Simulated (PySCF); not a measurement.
Some computed properties have been withheld. Give your best values.

Compound: acetate ion, C2H3O2 (charge -1).
SMILES: `[O-]C(=O)C`

```csv
property,level,value
"rotational constants A, B, C of the GFN2-xTB geometry",GFN2-xTB,"11.709, 9.836, 5.530 GHz"
HOMO energy,PBE0/pcSseg-1,?
LUMO energy,PBE0/pcSseg-1,6.45 eV
13C chemical shifts (computed TMS as zero) by class,GIAO PBE0/pcSseg-1,?
1H chemical shifts (computed TMS as zero) by class,GIAO PBE0/pcSseg-1,?
"isotropic shieldings of nuclei other than C and H, by class",GIAO PBE0/pcSseg-1,-15 (2 O) ppm
largest of the computed one-bond spin–spin couplings (means over like bonds),B3LYP/pcJ-1,?
core binding energies,"ΔSCF SCAN, pcX-2 on the ionised atom, pcseg-1 elsewhere, spin-free X2C",?
```

The electronic properties come from PySCF, for the isolated species, density fitting. NMR classes are plain means over equivalent atoms (diastereotopic ones count apart unless rotation or inversion swaps them), as if these changed places fast; in this geometry the members of some classes differ. No diffuse functions stand in pcJ-1 and pcSseg-1, which bears on an anion's orbital energies.

Q: What are the 1H chemical shifts (computed TMS as zero) by class?

A: 1.18 (3 H) ppm.

Q: Give the largest of the computed one-bond spin–spin couplings (means over like bonds).

A: 13C–1H +127.9 (×3), 13C–13C +42.9, 17O–13C +27.9 (×2) Hz.

Q: Give the core binding energies.

A: C1s 285.3, C1s 287.5, O1s 530.4 (×2) eV.

Q: The 13C chemical shifts (computed TMS as zero) by class?

A: 168.5 (1 C), 28.3 (1 C) ppm.

Q: Give the HOMO energy.

A: -0.63 eV.

With B = h/(8π²I), that is 505.379 GHz u Å² over I, the principal moments of inertia are 43.2, 51.4 and 91.4 u Å² (most abundant isotopes). The rotational constants make it an asymmetric top with κ = (2B − A − C)/(A − C) = 0.39, nearer the oblate limit (+1).
